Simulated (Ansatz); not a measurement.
# ZrO2: the cost of one run

Computed with Ansatz 0.2.0 (DFT PBE, scalar-relativistic, plane waves, PAW, unless a step's input says otherwise).

1 further run of the same task is left out (set aside as unsound or not needed). Runs told in other sessions of the task aren't counted.

### Step 1. The structure to begin with

Symmetry: P4_2/nmc, No. 137, tetragonal system. Conventional cell: a = 3.621 Å, b = 3.621 Å, c = 5.282 Å, α = 90.00°, β = 90.00°, γ = 90.00°. Zr (site symmetry -4m2) has 4 O at 2.08 Å in its first shell of neighbours. O (site symmetry 2mm) is surrounded by 2 Zr at 2.08 Å.

Coordinates:

```xyz
6
Lattice="3.6211 0.0000 0.0000 0.0000 3.6211 0.0000 0.0000 0.0000 5.2825" Properties=species:S:1:pos:R:3 pbc="T T T"
Zr    0.0000    0.0000    0.0000
Zr    1.8105    1.8105    2.6412
O     0.0000    1.8105    1.0184
O     0.0000    1.8105    3.6596
O     1.8105    0.0000    1.6228
O     1.8105    0.0000    4.2641
```

This cell was relaxed beforehand with the same method: volume 11.54 Å³/atom, gap on the mesh 4.06 eV.

### Step 2. Zero of energy

Reference values: F = -10647.8472 eV; pressure 0.01 GPa; largest force 0.000 eV/Å; gap on the mesh 4.06 eV. It was computed beforehand with the settings of the runs below.

### Step 3. Zone-centre phonons by finite displacements

File input.yaml:

```yaml
crystal:
  lattice:
    - [3.621070863, 0.0, 0.0]
    - [0.0, 3.621070863, 0.0]
    - [0.0, 0.0, 5.2824585323]
  atoms:
    - { symbol: Zr, position: [0.0, 0.0, 0.0] }
    - { symbol: Zr, position: [0.5, 0.5, 0.5] }
    - { symbol: O, position: [0.0, 0.5, 0.1927881249] }
    - { symbol: O, position: [0.0, 0.5, 0.6927881249] }
    - { symbol: O, position: [0.5, 0.0, 0.3072118751] }
    - { symbol: O, position: [0.5, 0.0, 0.8072118751] }
basis:
  ecutwfc: 420
kpoints:
  mp_grid: { grid: [6, 6, 4] }
hamiltonian:
  xc: pbe
scf:
  occupations: { method: gaussian, width: 0.05 }
output:
  eigenvalues: true
phonons:
  method: fd
  supercell: [1, 1, 1]
  amplitude: 0.02
  eigenvectors: true
  dielectric: false
```

On the command line:

```bash
ansatz run input.yaml --threads 2 --pin off --max-ram 5120MiB --backend cpu --events-out ev --progress --plain --runs-dir out
```

Q: Estimate wall time and peak memory on 2 threads of Intel Xeon Platinum 8375C at 2.90GHz (Ice Lake), shared host.

About 32 s, with a peak of 0.49 GiB.
